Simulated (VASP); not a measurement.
Input of a VASP 6.6.1 run:

Contents of INCAR:

```
ALGO = Normal
EDIFF = 1E-6
EDIFFG = -0.01
ENCUT = 600
GGA = CA
IBRION = 2
ISIF = 3
ISMEAR = 1
LASPH = T
LCHARG = F
LREAL = F
LWAVE = F
NELM = 80
NSW = 90
PREC = Accurate
SIGMA = 0.1
```

KPOINTS

```
k-points
0
Gamma
  16 16 16
```

Contents of POSCAR:

```
Al
1.0
    0.0000000000      2.0248050000      2.0248050000
    2.0248050000      0.0000000000      2.0248050000
    2.0248050000      2.0248050000      0.0000000000
Al
1
Direct
    0.0000000000      0.0000000000      0.0000000000
```

Potentials or basis: VASP PAW LDA potentials, release 64 (Al).

The run is started by

```sh
$ cat potpaw_LDA.64/Al/POTCAR > POTCAR
$ mpirun -np 1 vasp_std > vasp.out
```

Task: Estimate the band gap on the k mesh.

Result: None (metal or under the smearing width).

Task: Estimate the space group after relaxing (to 0.05 Å).

Result: Fm-3m (No. 225).

Task: Estimate the relaxed volume.

Result: 15.81 Å³/atom.

Task: What does it give for the relaxed cell?

Result: a = 2.817 Å, b = 2.817 Å, c = 2.817 Å, α = 60.00°, β = 60.00°, γ = 60.00°.

Step by step:
```csv
step,energy change (eV),largest force (eV/Å),pressure (GPa),volume (Å³)
1,0.0000,0.0000,-3.74,16.60
2,-0.0093,0.0000,0.71,15.69
3,-0.0096,0.0000,0.01,15.81
```

LDA usually gives volumes a few per cent too small. Zero-point motion and thermal expansion aren't in these numbers.
